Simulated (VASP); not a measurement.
A run of VASP 6.6.1:

File POSCAR:

```
Li2O
1.0
    0.0000000000      2.2863730496      2.2863730496
    2.2863730496      0.0000000000      2.2863730496
    2.2863730496      2.2863730496      0.0000000000
Li O
2 1
Direct
    0.2500000000      0.2500000000      0.2500000000
    0.7500000000      0.7500000000      0.7500000000
    0.0000000000      0.0000000000      0.0000000000
```

INCAR.step1

```
  PREC = Accurate
  ENCUT = 600
  ISMEAR = 0
  SIGMA = 0.01
  LREAL = False
  LASPH = True
  NELM = 100
  GGA = PE
  ALGO = Normal
  EDIFF = 1E-4
  LWAVE = True
  LCHARG = False
```

INCAR.step2

```
  PREC = Accurate
  ENCUT = 600
  EDIFF = 1E-7
  ISMEAR = 0
  SIGMA = 0.01
  LREAL = False
  LASPH = True
  NELM = 100
  ALGO = Normal
  ISIF = 3
  LWAVE = False
  LCHARG = False
  METAGGA = R2SCAN
  LMIXTAU = True
  IBRION = 2
  NSW = 80
  EDIFFG = -0.001
  ISTART = 1
```

File KPOINTS:

```
Automatic mesh
0
Gamma
  8 8 8
```

Potentials or basis: VASP PAW PBE potentials, release 64 (Li_sv, O).

Launch:

```sh
$ cat potpaw_PBE.64/Li_sv/POTCAR potpaw_PBE.64/O/POTCAR > POTCAR
$ cp INCAR.step1 INCAR
$ mpirun -np 1 vasp_std > vasp.out
$ cp INCAR.step2 INCAR
$ mpirun -np 1 vasp_std > vasp.out
```

Hardware: 1 thread of Intel(R) Xeon(R) 6975P-C (Granite Rapids) (shared host).

Problem. Estimate the wall time of this run.

Solution. It took 60 s on 1 thread of Intel(R) Xeon(R) 6975P-C (Granite Rapids), with other jobs on the host, peak memory 0.15 GiB. Counts: scf iterations 36, k points 29, ion steps 3.
